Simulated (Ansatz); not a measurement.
# Elastic constants of Pt at 3 GPa (stress–strain coefficients): input and output

The calculation used Ansatz, DFT PBEsol, scalar-relativistic, plane waves, PAW.

Launched with:
```bash
ansatz run input.yaml --threads 1 --pin off --max-ram 3072MiB --backend cpu --events-out ev --progress --plain --runs-dir out
```

Input (bare energies are in eV):
```yaml
crystal:
  lattice:
    - [2.7300278365, 0.0, 0.0]
    - [-1.3650139182, 2.3642734595, 0.0]
    - [0.0, 0.0, 4.6513653384]
  atoms:
    - { symbol: Pt, position: [0.6666666667, 0.3333333333, 0.75] }
    - { symbol: Pt, position: [0.3333333333, 0.6666666667, 0.25] }
basis:
  ecutwfc: 420
kpoints:
  mp_grid: { grid: [18, 18, 10] }
hamiltonian:
  xc: pbesol
scf:
  occupations: { method: fermi_dirac, width: 0.15 }
output:
  forces: true
  stress: true
  eigenvalues: true
elastic:
  mode: relaxed_ion
  amplitude: 0.005
```

From the output:
```
--- Elastic constants: 3 strain directions × 4 members + reference (group order 24) ---
  dense FFT box of the reference and of every strained cell: 20×20×32
  strains applied: 11, 33, 23; error gains: componentwise 1.00 (the most a stress slope's error grows in a printed constant), spectral 1.41 (1 for all six strains in a standard setting)
  C = ∂σ_k/∂η_j (tension-positive GPa; Voigt order 11 22 33 23 13 12):
       453.084    233.804    217.138      0.000      0.000     -0.000
       233.804    453.084    217.138      0.000      0.000     -0.000
       217.111    217.111    410.610      0.000      0.000      0.000
         0.000      0.000      0.000     34.448     -0.000      0.000
         0.000      0.000      0.000     -0.000     34.448      0.000
        -0.000      0.000      0.000      0.000      0.000    109.640
  reference stress σ⁰ (GPa):     -3.006     -3.006     -3.011     -0.000     -0.000     -0.000
  C* (energy form; C + prestress term) asymmetry max|C*_kj − C*_jk| = 3.145e-2 GPa — a small one proves nothing (zero by symmetry where the batch's group is 432, −43m or m−3m); a large one is finite-difference/SCF noise where every solve ...
  moduli (Voigt/Reuss/Hill, GPa): K = 294.77/293.55/294.16   G = 78.96/58.33/68.64   E = 191.07   ν = 0.392
  mechanically stable: yes (min eigenvalue of sym C = 34.45 GPa)
  harmonic check of the ions' relaxations: strain 23: 1 pair too noisy to judge
  the stresses are not corrected for the forces that the relaxations left standing (`elastic.f_tol`)
  strain η (Voigt 11):  stress-route row diagonal C_11 = 453.08 GPa, energy-path curvature d²(F+E_count+ΔE)/dδ²/Ω₀ = 453.14 GPa
    cells at ±δ against ±2δ: C11 453.37 and 454.23 GPa, apart by 0.19 % of the column's largest entry
         δ    σ_11 (GPa) F (eV) n_scf n_hpsi n_pw
    -1.000e-2      -7.8571      -24767.6253286      10  211479    604   relax 5 steps, max|allowed force component| 1.08e-6 eV/Å
    -5.000e-3      -5.3498      -24767.6315033       8  186248    604   relax 3 steps, max|allowed force component| 4.06e-5 eV/Å
     5.000e-3      -0.8161      -24767.6371863      10  211182    610   relax 3 steps, max|allowed force component| 9.40e-6 eV/Å
     1.000e-2       1.2274      -24767.6369825      10  211185    614   relax 4 steps, max|allowed force component| 1.24e-5 eV/Å
  strain η (Voigt 33):  stress-route row diagonal C_33 = 410.61 GPa, energy-path curvature d²(F+E_count+ΔE)/dδ²/Ω₀ = 410.63 GPa
    cells at ±δ against ±2δ: C13 217.21 and 217.44 GPa, apart by 0.06 % of the column's largest entry
         δ    σ_33 (GPa) F (eV) n_scf n_hpsi n_pw
    -1.000e-2      -7.2863      -24767.6258127       8   91087    598   relax 0 steps, max|allowed force component| 7.86e-17 eV/Å
    -5.000e-3      -5.1060      -24767.6316095       4   69683    602   relax 0 steps, max|allowed force component| 2.31e-17 eV/Å
     5.000e-3      -0.9996      -24767.6372803       4   70884    610   relax 0 steps, max|allowed force component| 4.16e-17 eV/Å
     1.000e-2       0.9286      -24767.6373049       8   86877    612   relax 0 steps, max|allowed force component| 8.79e-17 eV/Å
  strain η (Voigt 23):  stress-route row diagonal C_44 = 34.45 GPa, energy-path curvature d²(F+E_count+ΔE)/dδ²/Ω₀ = 35.96 GPa
    cells at ±δ against ±2δ: C44 34.40 and 34.24 GPa, apart by 0.45 % of the column's largest entry
         δ    σ_23 (GPa) F (eV) n_scf n_hpsi n_pw
    -1.000e-2      -0.3424      -24767.6350709      10  335175    605   relax 5 steps, max|allowed force component| 1.59e-6 eV/Å
    -5.000e-3      -0.1720      -24767.6353220      10  335248    606   relax 3 steps, max|allowed force component| 4.44e-6 eV/Å
     5.000e-3       0.1720      -24767.6353220      10  335293    606   relax 4 steps, max|allowed force component| 3.62e-5 eV/Å
     1.000e-2       0.3424      -24767.6350709      10  335276    605   relax 5 steps, max|allowed force component| 1.59e-6 eV/Å
```

It took 9.2 min on 1 thread of Intel(R) Xeon(R) Platinum 8488C (Sapphire Rapids), on a shared host, peak memory 0.78 GiB.

In a metal, frequencies and elastic constants depend on the k mesh and the smearing, soft modes and shear constants most. Spin–orbit coupling is left out, which can shift energies with elements as heavy as these.

This form isn't the element's structure at ambient conditions.